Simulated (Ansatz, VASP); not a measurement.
## AlN in VASP and in Ansatz

The input POSCAR:

```
AlN
1.0
    0.0000000000      2.1193536074      2.2504476450
    2.1193536074      0.0000000000      2.2504476450
    2.1193536074      2.1193536074      0.0000000000
Al N
1 1
Direct
    0.0000000000      0.0000000000      0.0000000000
    0.7500000000      0.7500000000      0.7500000000
```

Contents of INCAR.step1:

```
SYSTEM = AlN
PREC = Accurate ; ENCUT = 520
ISMEAR = 0 ; SIGMA = 0.05
LREAL = .FALSE. ; LASPH = .TRUE.
NELM = 80 ; NBANDS = 11
GGA = PE ; ALGO = Normal
EDIFF = 1E-4 ; LWAVE = .TRUE.
LCHARG = .FALSE.
```

INCAR.step2

```
SYSTEM = AlN
PREC = Accurate ; ENCUT = 520
EDIFF = 1E-7 ; ISMEAR = 0
SIGMA = 0.05 ; LREAL = .FALSE.
LASPH = .TRUE. ; NELM = 80
ALGO = Normal ; ISIF = 2
LWAVE = .FALSE. ; LCHARG = .TRUE.
METAGGA = R2SCAN ; LMIXTAU = .TRUE.
LELF = .TRUE. ; LVHAR = .TRUE.
NBANDS = 11 ; ISTART = 1
```

File KPOINTS:

```
regular mesh
0
G
  10 10 10
  0 0 0
```

Input for Ansatz:

```yaml
crystal:
  lattice:
    - [0.0, 2.1193536074, 2.250447645]
    - [2.1193536074, 0.0, 2.250447645]
    - [2.1193536074, 2.1193536074, 0.0]
  atoms:
    - { symbol: Al, position: [0.0, 0.0, 0.0] }
    - { symbol: "N", position: [0.75, 0.75, 0.75] }
basis:
  ecutwfc: 500
kpoints:
  mp_grid: { grid: [10, 10, 10] }
hamiltonian:
  xc: r2scan
scf:
  occupations: { method: gaussian, width: 0.05 }
output:
  forces: true
  stress: true
  eigenvalues: true
```

Change from the starting cell: strain -0.030 along x and y, +0.030 along z, atoms carried along.

Alike in both runs: task single point; functional r2SCAN; k mesh 10 × 10 × 10; occupations gaussian, width 0.05 eV; no spin polarisation.

|  | VASP | Ansatz |
| --- | --- | --- |
| version | VASP 6.6.1 | Ansatz 0.2.0 |
| potentials or method | VASP PAW PBE potentials, release 64 (Al, N) | scalar-relativistic, plane waves, PAW |
| plane-wave cutoff (eV) | 520 | 500 |
| valence electrons in the cell | 8 | 8 |

Ansatz gave:

| Item | Value |
| --- | --- |
| gap on the k mesh at the Fermi level (eV) | 3.76 |
| least direct gap on the mesh (eV) | 5.01 |
| pressure (GPa) | 6.7 |
| largest component of the traceless stress (GPa) | 6.95 |

Question: Which values does VASP return?

Answer: gap on the k mesh at the Fermi level (eV): 3.75; least direct gap on the mesh (eV): 5.05; pressure (GPa): 6.3; largest component of the traceless stress (GPa): 6.97.

Caveats: the PAW data sets were made with another functional, which shifts forces and pressure a little (VASP). A k mesh can miss the band edges.
